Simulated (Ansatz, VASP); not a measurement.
P in VASP and in Ansatz

INCAR

```
SYSTEM = P
ALGO = Normal ; EDIFF = 1E-7
ENCUT = 520 ; GGA = PS
ISIF = 2 ; ISMEAR = 0
LASPH = .TRUE. ; LCHARG = .FALSE.
LREAL = .FALSE. ; LWAVE = .FALSE.
NBANDS = 8 ; NELM = 60
PREC = Accurate ; SIGMA = 0.15
```

Contents of KPOINTS:

```
k-points
0
G
  12 12 12
  0 0 0
```

Contents of POSCAR:

```
P
1.0
    4.1660822360      0.0000000000      0.0000000000
    0.0000000000      4.1660822360      0.0000000000
    0.0000000000      0.0000000000      4.4874500000
P
1
Direct
    0.0000000000      0.0000000000      0.0000000000
```

Input for Ansatz:

```yaml
crystal:
  lattice:
    - [4.166082236, 0.0, 0.0]
    - [0.0, 4.166082236, 0.0]
    - [0.0, 0.0, 4.48745]
  atoms:
    - { symbol: P, position: [0.0, 0.0, 0.0] }
basis:
  ecutwfc: 420
kpoints:
  mp_grid: { grid: [12, 12, 12] }
hamiltonian:
  xc: pbesol
scf:
  occupations: { method: gaussian, width: 0.15 }
output:
  forces: true
  stress: true
  eigenvalues: true
```

Change from the starting cell: strain -0.025 along x and y, +0.025 along z, atoms carried along.

Alike in both runs: task single point; functional PBEsol; k mesh 12 × 12 × 12; occupations gaussian, width 0.15 eV; no spin polarisation.

```csv
,VASP,Ansatz
version,VASP 6.6.1,Ansatz 0.2.0
potentials or method,"VASP PAW PBE potentials, release 64 (P)","scalar-relativistic, plane waves, PAW"
plane-wave cutoff (eV),520,420
valence electrons in the cell,5,5
```

```tsv
	VASP	Ansatz	Ansatz less VASP
gap on the k mesh at the Fermi level (eV)	none	none	-
pressure (GPa)	-4.1	-4.1	+0.01
largest component of the traceless stress (GPa)	0.89	0.89	0.000
```

A gap of «none» marks a metal or a gap that the smearing closes.

Caveats: the PAW data sets were made with another functional, which shifts forces and pressure a little (VASP).
